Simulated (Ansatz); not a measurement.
In:

```
CELL_PARAMETERS angstrom
-1.88253 1.88253 1.88253
1.88253 -1.88253 1.88253
1.88253 1.88253 -1.88253
ATOMIC_POSITIONS crystal
In 0.00000 0.00000 0.00000
```

This isn't the form of In at room conditions, which is tetragonal.

Base run:

| Quantity | Value |
| --- | --- |
| Program | Ansatz 0.2.0 |
| Functional | PBEsol |
| Potentials or basis | Ansatz PAW |
| Cutoff | 420 eV (not typed: the program's choice for these potentials) |
| k mesh | 10 × 10 × 10 |
| Occupations | fermi-dirac, width 0.05 eV |
| Spin | no spin polarisation |

Its results: band gap on the k mesh none (metal or under the smearing width); pressure -1.3 GPa.

Task: The run is repeated on the same cell with these changes: functional from PBEsol to BLYP. What comes out?

Result: Band gap on the k mesh none (metal or under the smearing width); pressure 5.6 GPa.

BLYP binds less tightly than PBEsol, so the same cell stands under more pressure.

Caveats: spin-orbit coupling is left out, which moves the levels of the heavy elements; the PAW data sets come from PBE, with cores solved anew for the run's functional, which leaves a small shift of forces and pressure.
